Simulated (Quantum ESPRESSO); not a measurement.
Crystal: Li2S.

```
S Li
1.0
     0.00000    2.84450    2.84450
     2.84450    0.00000    2.84450
     2.84450    2.84450    0.00000
S Li
1 2
Direct
  0.00000 0.00000 0.00000
  0.75000 0.75000 0.75000
  0.25000 0.25000 0.25000
```

Below is the output of Quantum ESPRESSO 7.5 for this cell. Logs are shortened: lines on timing, memory, paths and dates and some standing lists are left out, and cuts for length are marked.

```text
This program is part of the open-source Quantum ESPRESSO suite
     for quantum simulation of materials; please cite
[... 6 lines left out ...]
     using ibrav=0 with symmetry is DISCOURAGED, use correct ibrav instead

     K-points division:     npool     =       4
     Subspace diagonalization in iterative solution of the eigenvalue problem:
     a serial algorithm will be used

     G-vector sticks info
     --------------------
     sticks:   dense  smooth     PW     G-vecs:    dense   smooth      PW
     Sum        1123    1123    313                24597    24597    3839

     Using Slab Decomposition

     bravais-lattice index     =            0
     lattice parameter (alat)  =       7.6019  a.u.
     unit-cell volume          =     310.6307 (a.u.)^3
     number of atoms/cell      =            3
     number of atomic types    =            2
     number of electrons       =        12.00
     number of Kohn-Sham states=           12
     kinetic-energy cutoff     =      70.0000  Ry
     charge density cutoff     =     280.0000  Ry
     scf convergence threshold =      6.0E-10
     mixing beta               =       0.5000
     number of iterations used =            8  plain     mixing
     Exchange-correlation= PBE
                           (   1   4   3   4   0   0   0)

     celldm(1)=   7.601859  celldm(2)=   0.000000  celldm(3)=   0.000000
     celldm(4)=   0.000000  celldm(5)=   0.000000  celldm(6)=   0.000000

     crystal axes: (cart. coord. in units of alat)
               a(1) = (   0.000000   0.707107   0.707107 )
               a(2) = (   0.707107   0.000000   0.707107 )
               a(3) = (   0.707107   0.707107   0.000000 )

     reciprocal axes: (cart. coord. in units 2 pi/alat)
               b(1) = ( -0.707107  0.707107  0.707107 )
               b(2) = (  0.707107 -0.707107  0.707107 )
               b(3) = (  0.707107  0.707107 -0.707107 )

     PseudoPot. # 1 for S  read from file:
     S_ONCV_PBE-1.2.upf
     Pseudo is Norm-conserving, Zval =  6.0
[... 36 lines left out ...]
        k(    5) = (   0.2357023   0.0000000  -0.0000000), wk =   0.0555556
        k(    6) = (   0.3535534   0.1178511  -0.1178511), wk =   0.2222222
[... 8 lines left out ...]
        k(   15) = (  -0.1178511  -0.3535534   0.5892557), wk =   0.2222222
        k(   16) = (  -0.7071068   0.2357023   0.0000000), wk =   0.1111111

     Dense  grid:    24597 G-vectors     FFT dimensions: (  45,  45,  45)

     Initial potential from superposition of free atoms

     starting charge      11.7642, renormalised to      12.0000
     Starting wfcs are random

     Self-consistent Calculation

     iteration #  1     ecut=    70.00 Ry     beta= 0.50
     Davidson diagonalization with overlap
     ethr =  1.00E-02,  avg # of iterations =  8.3

     Threshold (ethr) on eigenvalues was too large:
     Diagonalizing with lowered threshold

     Davidson diagonalization with overlap
     ethr =  4.69E-04,  avg # of iterations =  2.4

     total energy              =     -49.23388554 Ry
     estimated scf accuracy    <       0.05695048 Ry
[... 43 lines left out ...]
     iteration #  8     ecut=    70.00 Ry     beta= 0.50
     Davidson diagonalization with overlap
     ethr =  6.69E-11,  avg # of iterations =  2.0

     End of self-consistent calculation

          k = 0.0000 0.0000 0.0000 (  3119 PWs)   bands (ev):

   -41.8055 -41.7621  -8.7023   2.3333   2.3333   2.3333   6.6182   8.5924
     8.5924   8.5924  13.5436  13.5436

          k = 0.1179 0.1179-0.1179 (  3077 PWs)   bands (ev):
[... 31 lines left out ...]
   -41.7892 -41.7767  -8.2762  -0.1606   1.2397   1.7968   8.5451   8.9698
     9.7447  10.9484  11.9785  14.6360

          k = 0.0000-0.2357 0.2357 (  3064 PWs)   bands (ev):

   -41.7977 -41.7688  -8.4656   0.6988   1.5309   2.1257   8.0301   9.1665
     9.5399   9.7510  10.9093  13.8102

          k = 0.4714 0.0000-0.0000 (  3090 PWs)   bands (ev):
[... 11 lines left out ...]
   -41.7827 -41.7827  -8.1653   0.0502   0.5124   1.3673   7.4946  10.4001
    11.3739  12.0359  12.1577  12.2316

          k =-0.7071 0.0000 0.0000 (  3026 PWs)   bands (ev):

   -41.7898 -41.7755  -8.1412   0.1590   0.9076   0.9076   5.7317   9.4494
    13.4619  13.4619  14.4799  14.8534

          k =-0.2357-0.4714 0.7071 (  3071 PWs)   bands (ev):
[... 6 lines left out ...]
   -41.7827 -41.7827  -8.1653  -0.0338   0.7791   1.1542   7.9989   9.2647
    11.3581  11.8437  12.1278  14.1063

          k =-0.7071 0.2357 0.0000 (  3076 PWs)   bands (ev):

   -41.7862 -41.7791  -8.1326   0.3233   0.6452   0.6941   7.0253  10.3000
    10.7183  12.4369  13.8507  14.7757

     the Fermi energy is     3.9300 ev

!    total energy              =     -49.24347969 Ry
     estimated scf accuracy    <          1.3E-11 Ry
     smearing contrib. (-TS)   =      -0.00000000 Ry
     internal energy E=F+TS    =     -49.24347969 Ry

     The total energy is F=E-TS. E is the sum of the following terms:
     one-electron contribution =     -17.00821549 Ry
     hartree contribution      =       9.21811541 Ry
     xc contribution           =     -11.22850244 Ry
     ewald contribution        =     -30.22487716 Ry

     convergence has been achieved in   8 iterations

     Forces acting on atoms (cartesian axes, Ry/au):

     atom    1 type  1   force =     0.00000000    0.00000000    0.00000000
     atom    2 type  2   force =     0.00000000   -0.00000000    0.00000000
     atom    3 type  2   force =    -0.00000000    0.00000000   -0.00000000

     Total force =     0.000000     Total SCF correction =     0.000000

     Computing stress (Cartesian axis) and pressure

          total   stress  (Ry/bohr**3)                   (kbar)     P=        4.19
   0.00002845  -0.00000000  -0.00000000            4.19       -0.00       -0.00
  -0.00000000   0.00002845  -0.00000000           -0.00        4.19       -0.00
  -0.00000000  -0.00000000   0.00002845           -0.00       -0.00        4.19

=------------------------------------------------------------------------------=
   JOB DONE.
=------------------------------------------------------------------------------=
```

Problem. What input gives this log?

Solution. Single point with PBE, no spin polarisation. The files as run (others can give the same):

pw.in
```
&CONTROL
  calculation = 'scf'
  prefix = 'pwscf'
  outdir = './tmp'
  pseudo_dir = './pseudo'
  tprnfor = .true.
  tstress = .true.
  disk_io = 'nowf'
/
&SYSTEM
  ibrav = 0
  nat = 3
  ntyp = 2
  ecutwfc = 70
  nbnd = 12
  occupations = 'smearing'
  smearing = 'fd'
  degauss = 0.00367493
/
&ELECTRONS
  conv_thr = 6d-10
  electron_maxstep = 120
  mixing_beta = 0.5
/
ATOMIC_SPECIES
S     32.0600 S_ONCV_PBE-1.2.upf
Li     6.9400 Li_ONCV_PBE-1.2.upf
CELL_PARAMETERS angstrom
   0.0000000000    2.8445000000    2.8445000000
   2.8445000000    0.0000000000    2.8445000000
   2.8445000000    2.8445000000    0.0000000000
ATOMIC_POSITIONS crystal
S      0.0000000000    0.0000000000    0.0000000000
Li     0.7500000000    0.7500000000    0.7500000000
Li     0.2500000000    0.2500000000    0.2500000000
K_POINTS automatic
6 6 6 0 0 0
```

Potentials or basis: SG15 PBE 1.2.
Run with:
```sh
$ OMP_NUM_THREADS=1 mpirun -n 4 pw.x -nk 4 -in pw.in > pw.out
```
